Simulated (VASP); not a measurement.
Wanted: the native input for a VASP 6.6.1 run.

```yaml
Task: optical spectrum
Functional: LDA
Potentials_or_basis: VASP PAW LDA potentials, release 64 (Al)
Cutoff: 520 eV
k_mesh: 26 × 26 × 26
Occupations: methfessel-paxton, width 0.1 eV
Spin: no spin polarisation
Further_INCAR_settings: ALGO = Normal; EDIFF = 1e-07
```

The structure of Al lies in POSCAR:

```
Al                                      
1.0
    0.0000000000      2.0200000000      2.0200000000
    2.0200000000      0.0000000000      2.0200000000
    2.0200000000      2.0200000000      0.0000000000
  Al            
     1
Direct
     0.0000000000000000    0.0000000000000000    0.0000000000000000
```

The cell was built by a generator and needn't be a form met in nature.

These files were run (other wordings do the same):

INCAR

```
SYSTEM = Al
ALGO = Normal
CSHIFT = 0.1
EDIFF = 1E-7
ENCUT = 520
ISIF = 2
ISMEAR = 1
LASPH = .TRUE.
LCHARG = .FALSE.
LOPTICS = .TRUE.
LREAL = .FALSE.
LWAVE = .FALSE.
NEDOS = 2000
NELM = 60
PREC = Accurate
SIGMA = 0.1
```

KPOINTS

```
k-points
0
G
  26 26 26
  0 0 0
```

Potentials or basis: VASP PAW LDA potentials, release 64 (Al).

The run is started by

```bash
$ cat potpaw_LDA.64/Al/POTCAR > POTCAR
$ mpirun -np 1 vasp_std > vasp.out
```

Results of the run:

```
Pressure               : -3.2 GPa
Band gap on the k mesh : none (metal or under the smearing width)
```

Caveat: independent-particle spectra lack excitons; the intraband (Drude) part of a metal's response may be missing.

Run time: 10 s on 1 thread of Intel(R) Xeon(R) 6975P-C (Granite Rapids), with other jobs on the host, peak memory 0.2 GiB.
